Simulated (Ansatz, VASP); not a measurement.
# One calculation of HgTe, two programs

```
Hg Te
1.0
     0.00000    3.07712    3.07712
     3.07712    0.00000    3.07712
     3.07712    3.07712    0.00000
Hg Te
1 1
Direct
  0.00000 0.00000 0.00000
  0.51625 0.48375 0.48375
```

Change from the starting cell: all Te atoms moved -0.100 Å, as atom 2 along Cartesian [1 0 0].

Alike in both runs: task single point; functional PBE; k mesh 14 × 14 × 14; occupations gaussian, width 0.15 eV; no spin polarisation.

```csv
,VASP,Ansatz
version,VASP 6.6.1,Ansatz 0.2.0
potentials or method,"VASP PAW PBE potentials, release 64 (Hg, Te)","scalar-relativistic, plane waves, PAW"
plane-wave cutoff (eV),520,420
valence electrons in the cell,18,36
```

```tsv
	VASP	Ansatz	Ansatz less VASP
gap on the k mesh at the Fermi level (eV)	none	none	-
pressure (GPa)	0.0	-0.1	-0.10
largest component of the traceless stress (GPa)	0.35	0.34	-0.004
rms of the force components (eV/Å)	0.097	0.095	-0.0012
```

Atom by atom the forces differ by 0.001 eV/Å (rms over components). A gap of «none» marks a metal or a gap that the smearing closes. The two sets of potentials don't hold the same shells in valence.

Spin-orbit coupling is left out, which matters for the levels of Hg, Te.
